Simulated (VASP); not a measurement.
## LiH (HLi): single point with B3LYP+TS

LiH (HLi), in a box:

```
Li H
1.0
     9.00000    0.00000    0.00000
     0.00000    9.00000    0.00000
     0.00000    0.00000   11.00000
Li H
1 1
Cartesian
  4.5130 4.5210 4.7361
  4.5130 4.5210 6.3319
```

| Property | Result |
| --- | --- |
| Program | VASP 6.6.1 |
| Task | single point |
| Functional | B3LYP |
| Dispersion | TS |
| Potentials or basis | VASP PAW PBE potentials, release 64 (Li_sv, H) |
| Cutoff | 520 eV |
| k mesh | 1 × 1 × 1 |
| Occupations | gaussian, width 0.01 eV |
| Spin | no spin polarisation |
| Grid for exact exchange (PRECFOCK) | Fast |
| Exchange at q = 0 | truncated |
| Further INCAR settings | ALGO = Normal; EDIFF = 1e-06; NBANDS = 9 |

```
Largest force                   : 0.007 eV/Å
Gap between the frontier levels : 3.97 eV
Hirshfeld charges               : Li +0.42; H -0.42 e
Dispersion energy per atom      : -0.001 eV
```

Forces on the atoms (eV/Å):
```
Li   0.000  0.000 -0.007
H    0.000  0.000  0.007
```

Levels at points of the mesh, in eV from the valence-band top:
```csv
k point,band 1,band 2,band 3,band 4,band 5,band 6
"(0.00, 0.00, 0.00)",-49.16,0.00,3.97,5.47,5.48,5.58
```

It took 4.6 min on 1 thread of Intel(R) Xeon(R) Platinum 8259CL CPU @ 2.50GHz (Skylake/Cascade Lake), on a shared host, peak memory 0.78 GiB.

Caveat: the PAW data sets were made with another functional, which shifts forces and pressure a little.
